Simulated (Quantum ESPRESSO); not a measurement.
**SnO2 (Cassiterite): Wannier functions under several settings**

```
Sn O
1.0
     4.73800    0.00000    0.00000
     0.00000    4.73800    0.00000
     0.00000    0.00000    3.18650
Sn O
2 4
Direct
  0.50000 0.50000 0.50000
  0.00000 0.00000 0.00000
  0.80710 0.19290 0.50000
  0.69290 0.69290 0.00000
  0.19290 0.80710 0.50000
  0.30710 0.30710 0.00000
```

All runs used Quantum ESPRESSO 7.5; potentials PseudoDojo 0.4.1 SR PBEsol standard; k mesh 5 × 5 × 7; given cell; no spin polarisation; cutoff 1143 eV; occupations fermi-dirac, width 0.05 eV.

| level | start | Wannier mesh | functions | spread a function (Å²) | RMS miss of the bands (meV) |
| --- | --- | --- | --- | --- | --- |
| PBEsol | atomic projections with disentanglement | 2 × 2 × 3 | 34 | 0.57 | 13 |
| PBEsol | atomic projections with disentanglement, not minimised | 2 × 2 × 3 | ? | ? | ? |
| PBEsol | SCDM with an erfc weight | 2 × 2 × 3 | 34 | 0.87 | 31 |
| PBEsol | SCDM on the occupied bands | 2 × 2 × 3 | 26 | 0.57 | 43 |

What stands in the row left open?

Functions 34; spread a function 0.78 Å²; RMS miss of the bands 17 meV.

Caveats: the Wannier minimisation didn't converge (some runs).

